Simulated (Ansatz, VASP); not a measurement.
# One calculation of C, two programs

The input INCAR:

```
SYSTEM = C
PREC = Accurate
ENCUT = 520
EDIFF = 1E-6
ISMEAR = -1
SIGMA = 0.05
LREAL = .False.
LASPH = .True.
NELM = 80
ALGO = Normal
ISIF = 2
LWAVE = .False.
LCHARG = .True.
GGA = PE
LELF = .True.
LVHAR = .True.
NBANDS = 11
```

Contents of KPOINTS:

```
Automatic mesh
0
Gamma
  13 13 13
  0 0 0
```

POSCAR

```
C
1.0
    0.0000000000      1.7857835700      1.7857835700
    1.7857835700      0.0000000000      1.7857835700
    1.7857835700      1.7857835700      0.0000000000
C
2
Direct
    0.0000000000      0.0000000000      0.0000000000
    0.2500000000      0.2500000000      0.2500000000
```

Input for Ansatz:

```yaml
crystal:
  lattice:
    - [0.0, 1.78578357, 1.78578357]
    - [1.78578357, 0.0, 1.78578357]
    - [1.78578357, 1.78578357, 0.0]
  atoms:
    - { symbol: C, position: [0.0, 0.0, 0.0] }
    - { symbol: C, position: [0.25, 0.25, 0.25] }
kpoints:
  mp_grid: { grid: [13, 13, 13] }
  band_path:
    path:
      - [0.0, 0.0, 0.0]
      - [0.5, 0.0, 0.5]
      - [0.625, 0.25, 0.625]
      - [0.375, 0.375, 0.75]
      - [0.0, 0.0, 0.0]
      - [0.5, 0.5, 0.5]
      - [0.5, 0.25, 0.75]
      - [0.5, 0.0, 0.5]
    npoints: 5
scf:
  occupations: { method: fermi_dirac, width: 0.05 }
hamiltonian:
  xc: pbe
  pseudopotentials:
    kind: all_electron
    lapw: { basis_error: 0.0005 }
    relativity: none
output:
  forces: true
  stress: true
  eigenvalues: true
```

Alike in both runs: task single point; functional PBE; k mesh 13 × 13 × 13; occupations fermi-dirac, width 0.05 eV; no spin polarisation.

|  | VASP | Ansatz |
| --- | --- | --- |
| version | VASP 6.6.1 | Ansatz 0.2.0 |
| potentials or method | VASP PAW PBE potentials, release 64 (C) | all-electron LAPW, non-relativistic |
| plane-wave cutoff (eV) | 520 | see its input |

```csv
,VASP,Ansatz,Ansatz less VASP
gap on the k mesh at the Fermi level (eV),4.13,4.15,+0.017
pressure (GPa),0.7,0.2,-0.52
```

Ansatz ran all-electron here, so the differences hold the error of VASP's frozen core and of both bases.

Caveats: an odd mesh through Γ misses points on the zone boundary, where band edges often lie.
